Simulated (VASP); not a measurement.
A run of VASP 6.6.1 is set up as follows.

INCAR

```
PREC = Accurate ; ENCUT = 500
EDIFF = 1E-7 ; ISMEAR = 0
SIGMA = 0.02 ; LREAL = F
LASPH = T ; NELM = 100
ALGO = Normal ; ISIF = 2
LWAVE = F ; LCHARG = T
GGA = PS ; LELF = T
LVHAR = T ; NBANDS = 11
```

KPOINTS

```
Automatic mesh
0
Gamma
  9 9 9
```

The input POSCAR:

```
BeS
1.0
    0.0000000000      2.4250000000      2.4250000000
    2.4250000000      0.0000000000      2.4250000000
    2.4250000000      2.4250000000      0.0000000000
S Be
1 1
Cartesian
    3.6375000000      3.6375000000      3.6375000000
    0.0000000000      0.0000000000      0.0000000000
```

Potentials or basis: VASP PAW PBE potentials, release 64 (S, Be).

The run is started by

```bash
$ cat potpaw_PBE.64/S/POTCAR potpaw_PBE.64/Be/POTCAR > POTCAR
$ mpirun -np 1 vasp_std > vasp.out
```

**Question.** Estimate the pressure.

**Answer.** -0.6 GPa.

**Question.** What does it give for the band gap on the k mesh?

**Answer.** 3.03 eV, indirect (least direct gap 5.61 eV).

Caveat: the PAW data sets were made with another functional, which shifts forces and pressure a little; an odd mesh through Γ misses points on the zone boundary, where band edges often lie.
